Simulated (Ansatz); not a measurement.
Write the native input for Ansatz 0.2.0 that does the following.

* Task: single point
* Functional: PBE
* Potentials or basis: Ansatz PAW
* Cutoff: 420 eV (not typed: the program's choice for these potentials)
* k mesh: 12 × 12 × 1
* Occupations: fermi-dirac, width 0.05 eV
* Spin: no spin polarisation
* Boundary along the surface normal: dipole_correction
* Miller: [0, 0, 1]
* Bulk formula: Zn

The system is Zn, a slab with vacuum.

```
Zn
1.0
     2.61697    0.00000    0.00000
    -1.30849    2.26817    0.00000
     0.00000    0.00000   29.60082
Zn
7
Direct
  0.33935 0.67871 0.25337
  0.01153 0.02306 0.33500
  0.35088 0.70176 0.41750
  0.69023 0.38047 0.50000
  0.36241 0.72482 0.58163
  0.70176 0.40352 0.66413
  0.04112 0.08223 0.74663
```

The cell isn't the ideal one: the (0 0 1) slab of Zn, cut from the database cell, not relaxed.

The input as run:

input.yaml

```yaml
crystal:
  lattice:
    - [2.61697402, 0.0, 0.0]
    - [-1.30848701, 2.2681701736, 0.0]
    - [0.0, 0.0, 29.6008163838]
  atoms:
    - { symbol: Zn, position: [0.3393536486, 0.6787072973, 0.2533713903] }
    - { symbol: Zn, position: [0.0115275509, 0.0230551018, 0.3350030037] }
    - { symbol: Zn, position: [0.3508811995, 0.7017623991, 0.4175015018] }
    - { symbol: Zn, position: [0.6902348482, 0.3804696963, 0.5] }
    - { symbol: Zn, position: [0.3624087504, 0.7248175009, 0.5816316134] }
    - { symbol: Zn, position: [0.7017623991, 0.4035247981, 0.6641301116] }
    - { symbol: Zn, position: [0.0411160477, 0.0822320954, 0.7466286097] }
hamiltonian:
  xc: pbe
  pseudopotentials: { kind: paw }
kpoints:
  mp_grid: { grid: [12, 12, 1] }
scf:
  occupations: { method: fermi_dirac, width: 0.05 }
output:
  forces: true
  eigenvalues: true
efield:
  axis: 3
  dipole_correction: true
  ramp_width: 0.04
```

Potentials or basis: Ansatz PAW.

The run is started by

```console
$ ansatz run input.yaml --threads 4 --pin off --max-ram 11264MiB --backend cpu --events-out ev --progress --plain --runs-dir out
```

It gave:

```yaml
Largest_force: 0.218 eV/Å
Band_gap_on_the_k_mesh: none (metal or under the smearing width)
Work_function_of_the_upper_face: 4.09 eV
Work_function_of_the_lower_face: 4.09 eV
Dipole_across_the_slab: 0.000 e·Å
```

Run time: 13 s on 4 threads of Arm Neoverse V1, on a shared host, peak memory 0.61 GiB.
